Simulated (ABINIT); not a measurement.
## Al in ABINIT: the effect of functional

Crystal: Al.

```
Al
1.0
     2.72176    0.00000    0.00000
     0.00000    2.72176    0.00000
     0.00000    0.00000    2.72176
Al
1
Direct
  0.00000 0.00000 0.00000
```

The cell was built by a generator and needn't be a form met in nature.

Alike in all runs:

| Quantity | Value |
| --- | --- |
| Program | ABINIT 10.8.3 (patched build) |
| Task | single point |
| Potentials or basis | JTH PAW PBE v2.0 |
| Cutoff | 490 eV |
| k mesh | 10 × 10 × 10 |
| Occupations | fermi-dirac, width 0.05 eV |
| Spin | no spin polarisation |

| functional | pressure (GPa) |
| --- | --- |
| PBE | 0.3 |
| LDA | -1.7 |
| PBEsol | -0.9 |
| RPBE | 1.2 |
| BLYP | ? |
| AM05 | -1.6 |
| r2SCAN | -0.6 |
| SCAN | -1.2 |
| revPBE | 1.0 |
| PW91 | 0.6 |
| WC | -0.6 |

Task: What does the run with functional BLYP give?

Result: Pressure 3.8 GPa.

Caveats: the PAW data sets were made with another functional, which shifts forces and pressure a little (some runs).
